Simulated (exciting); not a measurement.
The system is Cu.

```
Cu
1.0
     0.00000    1.80750    1.80750
     1.80750    0.00000    1.80750
     1.80750    1.80750    0.00000
Cu
1
Cartesian
  0.0000 0.0000 0.0000
```

* Program: exciting (release sodium)
* Task: single point
* Functional: PBEsol
* Potentials or basis: all-electron LAPW+lo, shipped species files, valence relativity iora*
* rgkmax: 9
* k mesh: 13 × 13 × 13
* Occupations: fermi-dirac, width 0.05 eV
* Spin: no spin polarisation
* gmaxvr (cutoff of density and potential): 14 1/bohr
* lmaxapw (and lmaxmat): 10
* lmaxvr: 8
* nempty: 12
* Valence relativity: iora*
* epsengy: 1e-05 Ha
* epspot: 1e-05 Ha
* maxscl: 60
* Muffin-tin radii: Cu 2.0 bohr

On this cell: band gap on the k mesh none (metal or under the smearing width).

The same run follows on a disturbed copy (cell strained at random at fixed volume):

```xyz
1
Lattice="-0.0086 1.7958 1.8017 1.8230 -0.0241 1.8172 1.7953 1.7836 0.0036" Properties=species:S:1:pos:R:3 pbc="T T T"
Cu    0.0083    0.0555   -0.0414
```

Problem. What does the disturbed cell give?

Solution. The energy (extrapolated to zero smearing) moves by +1.4 meV/atom; band gap on the k mesh none (metal or under the smearing width).

Caveats: the free energy is that total less TS from the occupations.
